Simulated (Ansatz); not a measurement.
# Hf in Ansatz: the effect of functional

Crystal: Hf.

```
Hf
1.0
     3.19670    0.00000    0.00000
    -1.59835    2.76842    0.00000
     0.00000    0.00000    5.05780
Hf
2
Direct
  0.66667 0.33333 0.75000
  0.33333 0.66667 0.25000
```

Alike in all runs:

| Item | Value |
| --- | --- |
| Program | Ansatz 0.2.0 |
| Task | band structure |
| Potentials or basis | Ansatz PAW |
| k mesh | 10 × 10 × 5 |
| Occupations | fermi-dirac, width 0.05 eV |
| Spin | no spin polarisation |

```csv
functional,cutoff,pressure (GPa)
LDA,420 eV (not typed: the program's choice for these potentials),-7.8
PBE,420 eV (not typed: the program's choice for these potentials),0.6
PBEsol,420 eV (not typed: the program's choice for these potentials),?
RPBE,420 eV (not typed: the program's choice for these potentials),3.5
revPBE,420 eV (not typed: the program's choice for these potentials),2.7
BLYP,420 eV (not typed: the program's choice for these potentials),3.4
r2SCAN,500 eV (not typed: the program's choice for these potentials),-0.3
```

**Question.** What does the run with functional PBEsol give?

**Answer.** Pressure -3.9 GPa.

Caveats: the PAW data sets come from PBE, with cores solved anew for the run's functional, which leaves a small shift of forces and pressure (some runs).
